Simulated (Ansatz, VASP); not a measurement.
# Two plane-wave programs on CuI (Marshite)

Contents of INCAR:

```
PREC = Accurate ; ENCUT = 600
EDIFF = 1E-6 ; ISMEAR = -1
SIGMA = 0.05 ; LREAL = F
LASPH = T ; NELM = 60
ALGO = Normal ; ISIF = 3
LWAVE = F ; LCHARG = F
GGA = B5 ; ALDAX = 1.0
AGGAX = 1.0 ; AGGAC = 1.0
ALDAC = 0.0 ; IVDW = 13
VDW_S6 = 1.0 ; VDW_S8 = 2.34076671
VDW_A1 = 0.44488865 ; VDW_A2 = 4.0933009
IBRION = 2 ; NSW = 60
EDIFFG = -0.01
```

File KPOINTS:

```
regular mesh
0
Gamma
  8 8 8
```

Contents of POSCAR:

```
CuI
1.0
    0.0000000000      3.0315000000      3.0315000000
    3.0315000000      0.0000000000      3.0315000000
    3.0315000000      3.0315000000      0.0000000000
I Cu
1 1
Direct
    0.0000000000      0.0000000000      0.0000000000
    0.7500000000      0.7500000000      0.7500000000
```

The input input.yaml:

```yaml
crystal:
  lattice:
    - [0.0, 3.0315, 3.0315]
    - [3.0315, 0.0, 3.0315]
    - [3.0315, 3.0315, 0.0]
  atoms:
    - { symbol: I, position: [0.0, 0.0, 0.0] }
    - { symbol: Cu, position: [0.75, 0.75, 0.75] }
hamiltonian:
  xc: blyp
  pseudopotentials: { kind: paw }
  dispersion: d4
kpoints:
  mp_grid: { grid: [8, 8, 8] }
scf:
  occupations: { method: fermi_dirac, width: 0.05 }
output:
  forces: true
  stress: true
  write_density: true
  write_potential: true
  elf: true
  volumetric_format: npy
relax:
  f_tol: 0.01
  max_steps: 40
  cell: { stress_tol: 0.05 }
```

Alike in both runs: task relaxation of cell and atoms; functional BLYP; dispersion D4; k mesh 8 × 8 × 8; occupations fermi-dirac, width 0.05 eV; no spin polarisation.

|  | VASP | Ansatz |
| --- | --- | --- |
| version | VASP 6.6.1 | Ansatz 0.2.0 |
| potentials or method | VASP PAW PBE potentials, release 64 (I, Cu) | Ansatz PAW |
| plane-wave cutoff (eV) | 600 | 420 |
| valence electrons in the cell | 18 | 36 |

Ansatz gave:

```
gap on the k mesh at the Fermi level, each at its own relaxed structure (eV) : 1.23
relaxed volume (Å³/atom)                                                     : 27.21
relaxed cell length with the largest relative difference (Å)                 : 4.253
energy change over the relaxation (meV/atom)                                 : -2
```

Task: Which values does VASP return?

Result: gap on the k mesh at the Fermi level, each at its own relaxed structure (eV): 1.28; relaxed volume (Å³/atom): 27.28; relaxed cell length with the largest relative difference (Å): 4.257; energy change over the relaxation (meV/atom): -2.

The two sets of potentials don't hold the same shells in valence.

Caveats: spin-orbit coupling is left out, which moves the levels of the heavy elements; the PAW data sets were made with another functional, which shifts forces and pressure a little (VASP); the plane-wave basis is chosen anew once the cell has moved, so the energies of steps on either side of that aren't comparable (Ansatz); the PAW data sets come from PBE, with cores solved anew for the run's functional, which leaves a small shift of forces and pressure (Ansatz).
